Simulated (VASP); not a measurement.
AgCl (Chlorargyrite): relaxation of cell and atoms with PBEsol

AgCl (Chlorargyrite):

```
CELL_PARAMETERS angstrom
0.00000 2.73500 2.73500
2.73500 0.00000 2.73500
2.73500 2.73500 0.00000
ATOMIC_POSITIONS crystal
Ag 0.00000 0.00000 0.00000
Cl 0.50000 0.50000 0.50000
```

| Quantity | Value |
| --- | --- |
| Program | VASP 6.6.1 |
| Task | relaxation of cell and atoms |
| Functional | PBEsol |
| Potentials or basis | VASP PAW PBE potentials, release 64 (Ag, Cl) |
| Cutoff | 600 eV |
| k mesh | 8 × 8 × 8 |
| Occupations | gaussian, width 0.03 eV |
| Spin | no spin polarisation |
| Further INCAR settings | ALGO = Normal; EDIFF = 1e-06; IBRION = 2; EDIFFG = -0.01; NSW = 90; ISIF = 3 |

- Relaxed volume: 20.18 Å³/atom
- Relaxed cell: a = 3.850 Å, b = 3.850 Å, c = 3.850 Å, α = 60.00°, β = 60.00°, γ = 60.00°
- Space group after relaxing (to 0.05 Å): Fm-3m (No. 225)
- Energy gained by relaxing: 0.6 meV/atom
- Ionic steps: 2
- Pressure after relaxing: 0.0 GPa
- Band gap on the k mesh: 0.72 eV, indirect (least direct gap 3.23 eV)

The path:
```tsv
step	energy change (eV)	largest force (eV/Å)	pressure (GPa)	volume (Å³)
1	0.0000	0.0000	-0.74	40.92
2	-0.0013	0.0000	0.01	40.36
```

Final structure:
```yaml
crystal:
  lattice:
    - [0.00000, 2.72249, 2.72249]
    - [2.72249, 0.00000, 2.72249]
    - [2.72249, 2.72249, 0.00000]
  atoms:
    - { symbol: Ag, position: [0.00000, 0.00000, 0.00000] }
    - { symbol: Cl, position: [0.50000, 0.50000, 0.50000] }
```

Levels at points of the mesh, in eV from the valence-band top:
```csv
k point,band 7,band 8,band 9,band 10,band 11,band 12
"(0.00, 0.00, 0.00)",-2.57,-2.57,-2.57,0.72,10.72,10.72
"(0.50, 0.00, 0.00)",-1.94,0.00,0.00,3.88,6.75,7.42
"(0.50, 0.50, 0.00)",-2.14,-2.14,-2.02,2.14,7.78,8.64
```

Wall time 8 s on 4 MPI ranks on Intel(R) Xeon(R) 6975P-C (Granite Rapids) (shared host), peak memory 0.19 GiB a rank.

Caveat: the PAW data sets were made with another functional, which shifts forces and pressure a little. A k mesh can miss the band edges.
